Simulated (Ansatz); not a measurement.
# O-17 nuclear quadrupole resonance in SiO2

Cell: a Materials Project structure (computed, not necessarily an observed phase), taken as it stands.

Space group I4_1/amd:1 (No. 141); a = 13.8104, c = 6.4339 Å.

| site | Wyckoff | site symmetry | x | y | z |
| --- | --- | --- | --- | --- | --- |
| Si1 | 16h | .m. | 0.0000 | 0.8653 | 0.1200 |
| Si9 | 4b | -4m2 | 0.0000 | 0.0000 | 0.5000 |
| O11 | 8c | .2/m. | 0.0000 | 0.7500 | 0.1250 |
| O15 | 16g | ..2 | 0.5956 | 0.4044 | 0.5000 |
| O23 | 16h | .m. | 0.5000 | 0.4043 | 0.8563 |

One atom of each set is listed; the run and its k-mesh use a cell of 30 atoms with edges of 10.28, 10.28, 10.28 Å.

Computed with Ansatz: DFT, PBE, plane waves and PAW, scalar-relativistic, 420 eV cutoff, Γ-centred 4×4×4 k-points, Fermi–Dirac smearing 0.02 eV.

O-17: I = 5/2, Q = -25.58 mb (year-2017 value). Static lattice, zero field.

Question: At which frequencies do the O-17 NQR lines lie?

Answer: For I = 5/2 and η = 0 the lines are 3|C_Q|/20 and twice that; η pulls their ratio below 2.

```json
{"site": "O11", "atoms": "4", "V_zz (10²¹ V/m²)": "10.42", "C_Q (MHz)": "-6.44", "η": "0.04", "line frequencies (MHz)": "0.968, 1.93"}
{"site": "O15", "atoms": "8", "V_zz (10²¹ V/m²)": "9.16", "C_Q (MHz)": "-5.67", "η": "0.26", "line frequencies (MHz)": "0.910, 1.68"}
{"site": "O23", "atoms": "8", "V_zz (10²¹ V/m²)": "9.28", "C_Q (MHz)": "-5.74", "η": "0.19", "line frequencies (MHz)": "0.894, 1.71"}
```

At O15 and O23 V_zz runs parallel to the line that joins its two neighbours (within 1°) in each case. At O11 V_zz points along the line of its two bonds (within 1°).

The largest force is 0.4 eV/Å, so the atoms aren't at the calculated equilibrium and relaxing them would move these values.

Hardware: 1 thread of Arm Neoverse V1 (aarch64; 8 cores open to the job, memory cap 2.5 GiB, no GPU), a shared host with a load of 0.6 a core. Wall time 1.9 min, CPU time 1.9 min, peak memory 1.2 GiB.
